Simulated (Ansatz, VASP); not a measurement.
**One calculation of BAs, two programs**

```
CELL_PARAMETERS angstrom
0.00000 2.38850 2.38850
2.38850 0.00000 2.38850
2.38850 2.38850 0.00000
ATOMIC_POSITIONS crystal
As 0.75000 0.75000 0.75000
B 0.00000 0.00000 0.00000
```

Alike in both runs: task band structure; functional r2SCAN; k mesh 10 × 10 × 10; occupations fermi-dirac, width 0.05 eV; no spin polarisation.

|  | VASP | Ansatz |
| --- | --- | --- |
| version | VASP 6.6.1 | Ansatz 0.2.0 |
| potentials or method | VASP PAW PBE potentials, release 64 (As, B) | Ansatz PAW |
| plane-wave cutoff (eV) | 520 | 500 |
| valence electrons in the cell | 8 | 18 |

```tsv
	VASP	Ansatz	Ansatz less VASP
gap on the k mesh at the Fermi level (eV)	1.37	1.37	0.000
least direct gap on the mesh (eV)	3.45	3.44	-0.003
gap along the band path (eV)	1.37	1.37	+0.001
pressure (GPa)	0.9	0.6	-0.27
```

The two sets of potentials don't hold the same shells in valence.

Caveats: the PAW data sets were made with another functional, which shifts forces and pressure a little (VASP); the PAW data sets come from PBE, with cores solved anew for the run's functional, which leaves a small shift of forces and pressure (Ansatz). r2SCAN opens gaps a little over a GGA but as a rule still falls short of measured ones.
